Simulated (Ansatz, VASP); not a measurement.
**InSe: VASP and Ansatz over several settings**

```
In Se
1.0
     2.03923    1.17735    8.60553
    -2.03923    1.17735    8.60553
     0.00000   -2.35469    8.60553
In Se
2 2
Direct
  0.88860 0.88860 0.88860
  0.00000 0.00000 0.00000
  0.17190 0.17190 0.17190
  0.38350 0.38350 0.38350
```

Change from the starting cell: volume scaled by 1.06.

Single points on this cell with VASP 6.6.1 and Ansatz 0.2.0. Each row is one pair of runs. Alike in all rows: spin: off; k mesh: 8 × 8 × 8; smearing: fermi-dirac, width 0.05 eV; VASP's potentials, cutoff: VASP PAW PBE potentials, release 64 (In_d, Se), 520 eV.

| level | Ansatz's potentials, cutoff | gap on the k mesh at the Fermi level (eV), VASP | gap on the k mesh at the Fermi level (eV), Ansatz | least direct gap on the mesh (eV), VASP | least direct gap on the mesh (eV), Ansatz | pressure (GPa), VASP | pressure (GPa), Ansatz |
| --- | --- | --- | --- | --- | --- | --- | --- |
| PBE | Ansatz PAW, 420 eV | 0.29 | 0.30 | 0.29 | 0.30 | -0.1 | -0.1 |
| PBE | PseudoDojo standard (PBE files), 1170 eV | 0.29 | 0.29 | 0.29 | 0.29 | -0.1 | -0.1 |
| PBE | SPMS NC, 816 eV | 0.29 | 0.28 | 0.29 | 0.28 | -0.1 | 0.0 |
| PBEsol | Ansatz PAW, 420 eV | 0.19 | 0.21 | 0.19 | 0.21 | -2.4 | -2.4 |

Gap on the k mesh at the fermi level (eV): the two programs differ by at most 0.012; least direct gap on the mesh (eV): the two programs differ by at most 0.012; pressure (GPa): the two programs differ by at most 0.11.

Caveats: spin-orbit coupling is left out, which moves the levels of the heavy elements (some rows); the PAW data sets were made with another functional, which shifts forces and pressure a little (VASP); the PAW data sets come from PBE, with cores solved anew for the run's functional, which leaves a small shift of forces and pressure (Ansatz).
